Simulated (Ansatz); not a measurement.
Stackings of close-packed layers of Rh (one atom a layer), each relaxed to a stress under 0.05 GPa; h and k mark layers whose two neighbours have the same or different letters; energies count from the stacking AB (P6_3/mmc).

Method: DFT PBE, scalar-relativistic, plane waves, PAW (Ansatz).

Cutoff 420 eV, Gaussian smearing of 0.10 eV, energies at zero smearing, symmetry of each start kept, no spin polarisation.

```tsv
start	atoms	k mesh	excess energy (meV/atom)	spacing of like layers (Å)	a (Å)
ABC (kkk)	3	18×18×7	-37.4	2.211	2.709
ABAC (khkh)	4	18×18×5	-18.6	2.209	2.712
ABCACB (hkkhkk)	6	18×18×4	-24.4	2.212	2.709
ABABCBCAC (khhkhhkhh)	9	18×18×3	-10.4	2.211	2.712
ABCBCBABC (kkhhhkhkk)	9	18×18×3	-19.1	2.209	2.712
ABCACABCABC (kkkhhkkkkkk)	11	18×18×2	-29.7	2.211	2.709
```

Zero in every row: gap on the mesh (eV).

Small energy differences in metals hang on the k mesh (about 10 mJ/m² or 1 to 2 meV/atom on the mesh of the relaxation).